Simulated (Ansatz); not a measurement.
Write the native input for Ansatz 0.2.0 that does the following.

```
Task                : band structure
Functional          : PBE
Potentials or basis : all-electron LAPW, scalar-relativistic
Cutoff              : 270 eV (chosen from the basis error)
Basis error allowed : 0.001 eV/atom
k mesh              : 9 × 9 × 9
Occupations         : fermi-dirac, width 0.05 eV
Spin                : no spin polarisation
```

Pt:

```
Pt
1.0
     0.00000    1.96090    1.96090
     1.96090    0.00000    1.96090
     1.96090    1.96090    0.00000
Pt
1
Direct
  0.00000 0.00000 0.00000
```

The input as run:

input.yaml

```yaml
crystal:
  lattice:
    - [0.0, 1.9609, 1.9609]
    - [1.9609, 0.0, 1.9609]
    - [1.9609, 1.9609, 0.0]
  atoms:
    - { symbol: Pt, position: [0.0, 0.0, 0.0] }
kpoints:
  mp_grid: { grid: [9, 9, 9] }
  band_path:
    path:
      - [0.0, 0.0, 0.0]
      - [0.5, 0.0, 0.5]
      - [0.5, 0.25, 0.75]
      - [0.375, 0.375, 0.75]
      - [0.0, 0.0, 0.0]
      - [0.5, 0.5, 0.5]
      - [0.625, 0.25, 0.625]
      - [0.5, 0.25, 0.75]
    npoints: 12
scf:
  occupations: { method: fermi_dirac, width: 0.05 }
hamiltonian:
  xc: pbe
  pseudopotentials: { kind: all_electron, lapw: { basis_error: 0.001 } }
output:
  forces: true
  stress: true
  eigenvalues: true
```

Potentials or basis: all-electron LAPW, scalar-relativistic.

Launch:

```sh
$ ansatz run input.yaml --threads 1 --pin off --max-ram 3072MiB --backend cpu --events-out ev --progress --plain --runs-dir out
```

Results of the run:

* Pressure: 9.6 GPa
* Band gap along the path: none (metal or under the smearing width)

Caveat: the k mesh is thin for a metal, which can move the energy by tens of meV per atom; spin-orbit coupling is left out, which moves the levels of the heavy elements.

Wall time 7.3 s on 1 thread of Arm Neoverse V2, on a shared host, peak memory 0.25 GiB.
